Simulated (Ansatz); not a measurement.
**Calculation log, CsCl (Pm-3m) (elastic constants by finite strains)**

Computed with LDA, PAW on Ansatz 0.2.0's default frozen-core files (fitted under PBE), scalar-relativistic; not a measurement.

The cell comes from a PAW relaxation under the same functional.

Launched as:

```sh
ansatz run input.yaml --threads 1 --pin off --max-ram 2560MiB --backend cpu --events-out ev --progress --plain --runs-dir out
```

Input:

```yaml
crystal:
  lattice:
    - [3.96922723485, 0.0, 0.0]
    - [0.0, 3.96922723485, 0.0]
    - [0.0, 0.0, 3.96922723485]
  atoms:
    - { symbol: Cs, position: [0.0, 0.0, 0.0] }
    - { symbol: Cl, position: [0.5, 0.5, 0.5] }
kpoints:
  mp_grid: { grid: [6, 6, 6] }
scf:
  occupations: { method: fixed }
hamiltonian:
  xc: lda
  pseudopotentials: { kind: paw }
elastic:
  mode: relaxed_ion
  stencil: two_point
  amplitude: 0.005
```

Output:

```
Warning: RAYON_NUM_THREADS=1 ignored (pool sized by the plan → 1); use --threads N
Engine: ansatz 0.2.0, aarch64-unknown-linux-gnu
Pseudopotentials: kind: paw
Pseudopotential: Cs, paw, valence charge 9, recommended cutoff 420 eV (normal), Cs.paw.azcp
Pseudopotential: Cl, paw, valence charge 7, recommended cutoff 420 eV (normal), Cl.paw.azcp
Functional definition: SPW92
  exchange = slater_x
  correlation = pw_c
Crystal: 2 atoms, lattice volume = 62.534 Å³
Basis set: ecut = 420 eV, 1213 PW (Γ)
Bands: 12, of which v1, the nominal top of the filled ones, is band 8 counted from 1 (7 counted from 0)
Symmetry: 48 space group operations
Space group: Pm-3m (ITA 221), of the structure as read, at distance tolerance 4.0e-5 Å
k-points: 20 of 216
Non-local potential: Cs, projectors of the file, l = 0: 3, l = 1: 2, l = 2: 2, l = 3: 2
Non-local potential: Cl, projectors of the file, l = 0: 2, l = 1: 2, l = 2: 2
PAW form: soft (Blöchl's): semilocal exchange-correlation on the pseudo side does not see the compensation charge
[... 100 lines left out ...]
  C = ∂σ_k/∂η_j (tension-positive GPa; Voigt order 11 22 33 23 13 12):
        44.460     15.075     15.075     -0.000     -0.000     -0.000
        15.075     44.460     15.075     -0.000     -0.000     -0.000
        15.075     15.075     44.460     -0.000     -0.000     -0.000
         0.000      0.000      0.000     13.830     -0.000     -0.000
        -0.000     -0.000      0.000      0.000     13.830     -0.000
        -0.000      0.000     -0.000      0.000      0.000     13.830
  reference stress σ⁰ (GPa):     -0.006     -0.006     -0.006     -0.000     -0.000     -0.000
  C* (energy form; C + prestress term) asymmetry max|C*_kj − C*_jk| = 1.243e-14 GPa — a small one proves nothing (zero by symmetry where the batch's group is 432, −43m or m−3m); a large one is finite-difference/SCF noise where ...
  moduli (Voigt/Reuss/Hill, GPa): K = 24.87/24.87/24.87   G = 14.17/14.16/14.17   E = 35.72   ν = 0.261
  mechanically stable: yes (min eigenvalue of sym C = 13.83 GPa)
  strain η (Voigt 11):  stress-route row diagonal C_11 = 44.46 GPa, energy-path curvature d²(F+E_count+ΔE)/dδ²/Ω₀ = 44.46 GPa
         δ    σ_11 (GPa)             F (eV)   n_scf  n_hpsi   n_pw
    -5.000e-3      -0.2311       -6552.9794267       7    9350   1233   relax 0 steps, max|allowed force component| 4.73e-30 eV/Å
     5.000e-3       0.2135       -6552.9794536       5    8065   1253   relax 0 steps, max|allowed force component| 7.30e-30 eV/Å
  strain η (Voigt 23):  stress-route row diagonal C_44 = 13.83 GPa, energy-path curvature d²(F+E_count+ΔE)/dδ²/Ω₀ = 13.83 GPa
         δ    σ_23 (GPa)             F (eV)   n_scf  n_hpsi   n_pw
    -5.000e-3      -0.0691       -6552.9795895       7   11934   1242   relax 0 steps, max|allowed force component| 1.58e-30 eV/Å
     5.000e-3       0.0691       -6552.9795895       5    9843   1242   relax 0 steps, max|allowed force component| 1.58e-30 eV/Å
```

The run converged.

**Elastic moduli**

Elastic constants of a crystal by Kohn-Sham DFT: slopes of the stress over finite engineering strains of the given cell, Voigt indices, Cartesian axes as in the input; Hill averages of a grain aggregate, Debye temperature from the mean sound speed over directions.

| Quantity | Value |
| --- | --- |
| Bulk modulus | 24.87 GPa |
| Shear modulus | 14.17 GPa |
| Young modulus | 35.72 GPa |
| Poisson ratio | 0.2606 |
| Bulk over shear modulus | 1.755 |
| Elastic anisotropy index | 0.0044 |
| Least young modulus | 35 GPa |
| Largest young modulus | 36.83 GPa |
| Longitudinal sound speed | 3129 m/s |
| Transverse sound speed | 1780 m/s |
| Elastic debye temperature | 187 K |
| Linear compressibility (x, y, z) | 13.4, 13.4, 13.4 1/TPa |
| Zener ratio | 0.9413 |
| Cauchy pressure | 1.24 GPa |

Strained cells:

Stress of each strained cell less that at rest, tension positive.

```csv
strain component,strain,stress xx (GPa),stress yy (GPa),stress zz (GPa),stress yz (GPa),stress xz (GPa),stress xy (GPa),relaxation steps
xx,-0.005,-0.225,-0.0769,-0.0769,0,0,0,0
xx,0.005,0.2196,0.0739,0.0739,0,0,0,0
yz,-0.005,-0.0013,-0.0011,-0.0011,-0.0692,0,0,0
yz,0.005,-0.0013,-0.0011,-0.0011,0.0692,0,0,0
```

### Elastic constants

| Property | Result |
| --- | --- |
| Pressure at rest | 0.006 GPa |
| Least elastic eigenvalue | 13.83 GPa |
| Elastically stable | yes |

| index | elastic (GPa) |
| --- | --- |
| 11 | 44.46 |
| 12 | 15.07 |
| 44 | 13.83 |

Known limits: frozen-core PAW files fitted under PBE, their cores solved anew for the functional of the run.

It took 10 s on 1 thread of Arm Neoverse V1, with other jobs on the host, peak memory 0.33 GiB.
